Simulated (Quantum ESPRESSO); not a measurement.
The system is Ir.

```
CELL_PARAMETERS angstrom
0.00000 1.91560 1.91560
1.91560 0.00000 1.91560
1.91560 1.91560 0.00000
ATOMIC_POSITIONS crystal
Ir 0.00000 0.00000 0.00000
```

| Item | Value |
| --- | --- |
| Program | Quantum ESPRESSO 7.5 |
| Task | relaxation of cell and atoms |
| Functional | PBEsol |
| Dispersion | rVV10 |
| Potentials or basis | GBRV 1.5 PBEsol |
| Cutoff | 612 eV |
| Density cutoff | 4898 eV |
| k mesh | 12 × 12 × 12 |
| Occupations | fermi-dirac, width 0.05 eV |
| Spin | no spin polarisation |

At the start: pressure -7.8 GPa; volume 14.06 Å³/atom.

Question: Where does the relaxation end?

Answer: Over 3 steps the energy falls by 6.5 meV/atom and the volume is 13.79 Å³/atom (-1.9 %); space group Fm-3m (No. 225, to 0.05 Å).

The path:
| step | energy change (eV) | largest force (eV/Å) | pressure (GPa) | volume (Å³) |
| --- | --- | --- | --- | --- |
| 1 | 0.0000 | 0.0000 | -7.80 | 14.06 |
| 2 | -0.0047 | 0.0000 | 4.09 | 13.65 |
| 3 | -0.0065 | 0.0000 | -0.12 | 13.79 |

Final structure:
```yaml
crystal:
  lattice:
    - [2.69158, 0.00000, 0.00000]
    - [1.34579, 2.33098, 0.00000]
    - [1.34579, 0.77699, 2.19767]
  atoms:
    - { symbol: Ir, position: [0.00000, 0.00000, 0.00000] }
```

Caveat: rVV10's parameter b was fitted to another functional.
